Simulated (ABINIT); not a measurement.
## NiO: single point with PBEsol

**Measured values to compare with.**

From “Local correlations, non-local screening, multiplets, and band formation in NiO”, 2012, arxiv:1210.6675, for a bulk crystal of NiO: band gap 4.3 eV.

The system is NiO.

```
Ni O
1.0
     0.00000    2.08590    2.08590
     2.08590    0.00000    2.08590
     2.08590    2.08590    0.00000
Ni O
1 1
Direct
  0.00000 0.00000 0.00000
  0.50000 0.50000 0.50000
```

```json
{
  "Program": "ABINIT 10.8.3 (patched build)",
  "Task": "single point",
  "Functional": "PBEsol",
  "Potentials or basis": "PseudoDojo NC SR PBEsol v0.4.1 standard",
  "Cutoff": "1225 eV",
  "k mesh": "8 × 8 × 8",
  "Occupations": "fermi-dirac, width 0.05 eV",
  "Spin": "collinear spin, ferromagnetic start",
  "Starting moments": "[1.0, 0.0] μB"
}
```

```
Pressure                                              : -6.2 GPa
Band gap on the k mesh                                : none (metal or under the smearing width)
Net moment                                            : 1.69 μB per cell
Site moments                                          : Ni +1.39; O +0.29 μB
Valence electrons inside the program's atomic spheres : Ni 16.19; O 6.18
```

Levels at points of the mesh, in eV from the Fermi level:
Spin up:
```
           k point  band 11  band 12  band 13  band 14  band 15  band 16
(0.00, 0.00, 0.00)    -2.55    -2.55    -2.55     1.53    17.67    18.79
(0.50, 0.00, 0.00)    -1.31     0.34     0.34     5.50     9.93    13.95
(0.50, 0.50, 0.00)    -2.14    -1.51    -1.51     6.13    10.46    12.12
```
Spin down:
```tsv
k point	band 9	band 10	band 11	band 12	band 13	band 14
(0.00, 0.00, 0.00)	-1.65	-1.65	-1.65	-0.70	-0.70	1.85
(0.50, 0.00, 0.00)	-0.74	-0.74	-0.37	2.17	2.17	5.66
(0.50, 0.50, 0.00)	-2.68	-0.51	-0.51	-0.27	0.29	6.50
```

Wall time 3.3 min on 1 thread of Arm Neoverse V1 (shared host), peak memory 0.1 GiB.

Against the measured gap of NiO, 4.3 eV (quoted in “Local correlations, non-local screening, multiplets, and band formation in NiO”, 2012, arxiv:1210.6675), the calculated 0.00 eV is off by -4.30 eV. So large a miss can be the level of theory's own, or it may mean another phase, state or a wrong row. The value is that of PBEsol on a finite k mesh, which can miss the band edges, without temperature or zero-point motion. Semilocal functionals fall short of measured gaps as a rule. The run's magnetic order (collinear spin, ferromagnetic start) needn't be the measured crystal's.

Caveat: small starting moments can end in a higher magnetic state in this program; a cell with one magnetic atom can't hold antiferromagnetic order, which such compounds often take; semilocal functionals often make such compounds metallic where correlation or magnetic order opens a gap, which also shifts bond lengths.
